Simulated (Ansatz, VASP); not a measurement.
**La: VASP beside Ansatz**

```xyz
3
Lattice="5.9571 0.0000 0.0000 -2.9786 5.1590 0.0000 0.0000 0.0000 3.6097" Properties=species:S:1:pos:R:3 pbc="T T T"
La    0.0000    0.0000    0.0000
La    0.0000    3.4394    1.8049
La    2.9786    1.7197    1.8049
```

Alike in both runs: task single point; functional PBEsol; k mesh 7 × 7 × 10; occupations fermi-dirac, width 0.1 eV; no spin polarisation.

|  | VASP | Ansatz |
| --- | --- | --- |
| version | VASP 6.6.1 | Ansatz 0.2.0 |
| potentials or method | VASP PAW PBE potentials, release 64 (La) | plane waves (420 eV) with PAW, scalar-relativistic |
| plane-wave cutoff (eV) | 520 | 420 |
| valence electrons in the cell | 33 | 33 |

|  | VASP | Ansatz | Ansatz less VASP |
| --- | --- | --- | --- |
| pressure (GPa) | -1.9 | -2.0 | -0.03 |
| largest component of the traceless stress (GPa) | 0.35 | 0.36 | +0.005 |

The functional is the same, so the differences come from potentials, cutoffs and numerics. Ansatz warned: «pseudo_functional_mismatch».

Caveats: the PAW data sets were made with another functional, which shifts forces and pressure a little (VASP). The runs have no spin-orbit coupling, so splittings on La are missing.
